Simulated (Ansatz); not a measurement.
TaN:

```
CELL_PARAMETERS angstrom
2.93800 0.00000 0.00000
-1.46900 2.54438 0.00000
0.00000 0.00000 2.88300
ATOMIC_POSITIONS crystal
Ta 0.33333 0.66667 0.50000
N 0.00000 0.00000 0.00000
```

```yaml
Program: Ansatz 0.2.0
Task: relaxation of cell and atoms
Functional: PBEsol
Potentials_or_basis: Ansatz PAW
Cutoff: "420 eV (not typed: the program's choice for these potentials)"
k_mesh: 10 × 10 × 9
Occupations: fermi-dirac, width 0.05 eV
Spin: no spin polarisation
```

At the start: volume 10.78 Å³/atom.

How do energy, volume and symmetry change on relaxing?

It ends after 7 steps and the volume is 10.63 Å³/atom (-1.4 %); space group P-6m2 (No. 187, to 0.05 Å).

Step by step:
```
step  energy change (eV)  largest force (eV/Å)  volume (Å³)
   1              0.0000                0.0000        21.55
   2             -0.0032                0.0000        21.07
   3             -0.0053                0.0000        21.25
   4             -0.0054                0.0000        21.26
   5             -0.0045                0.0000        21.26
   6             -0.0046                0.0000        21.26
   7             -0.0045                0.0000        21.26
```

Final structure:
```yaml
crystal:
  lattice:
    - [2.92414, 0.00000, 0.00000]
    - [-1.46207, 2.53238, 0.00000]
    - [0.00000, 0.00000, 2.87045]
  atoms:
    - { symbol: Ta, position: [0.33333, 0.66667, 0.50000] }
    - { symbol: N, position: [0.00000, 0.00000, 0.00000] }
```

Caveat: the plane-wave basis is chosen anew once the cell has moved, so the energies of steps on either side of that aren't comparable; the pressure holds a Pulay correction of +0.5 GPa for the finite cutoff; the PAW data sets come from PBE, with cores solved anew for the run's functional, which leaves a small shift of forces and pressure.
